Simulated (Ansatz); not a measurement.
# AlCu3 under changes of volume

One of the cells (12.044 Å³/atom); the others are scaled copies at fixed shape and fractional positions:

```
Cu Al
1.0
     0.00000    2.88801    2.88801
     2.88801    0.00000    2.88801
     2.88801    2.88801    0.00000
Cu Al
3 1
Direct
  0.75000 0.75000 0.75000
  0.25000 0.25000 0.25000
  0.50000 0.50000 0.50000
  0.00000 0.00000 0.00000
```

The cell comes from a database or a generator and needn't be the stable form of this composition.

```yaml
Program: Ansatz 0.2.0
Functional: PBEsol
Potentials_or_basis: all-electron LAPW, scalar-relativistic
Cutoff: 310 eV (chosen from the basis error)
Basis_error_allowed: 0.001 eV/atom
k_mesh: 8 × 8 × 8
Occupations: fermi-dirac, width 0.05 eV
Spin: no spin polarisation
```

```tsv
volume (Å³/atom)	energy over the lowest point (meV/atom)	pressure (GPa)
11.321	19.10	9.9
11.562	7.31	5.9
11.803	?	?
12.044	0.00	-0.8
12.285	3.33	-3.6
12.526	10.63	-6.1
12.767	21.49	-8.3
```

**Question.** What does the run at 11.803 Å³/atom give?

**Answer.** Energy over the lowest point 1.15 meV/atom; pressure 2.4 GPa.

Worked out: A Birch-Murnaghan fit of order 3 (a polynomial in V^(-2/3)) to the other rows has its minimum at 11.98 Å³/atom with B0 = V·E''(V) = 152 GPa and B' = 4.7. It gives 1.15 meV/atom at 11.803 Å³/atom, against the run's 1.15, and -dE/dV = 2.4 GPa, against 2.4.

Energies are extrapolated to zero smearing.
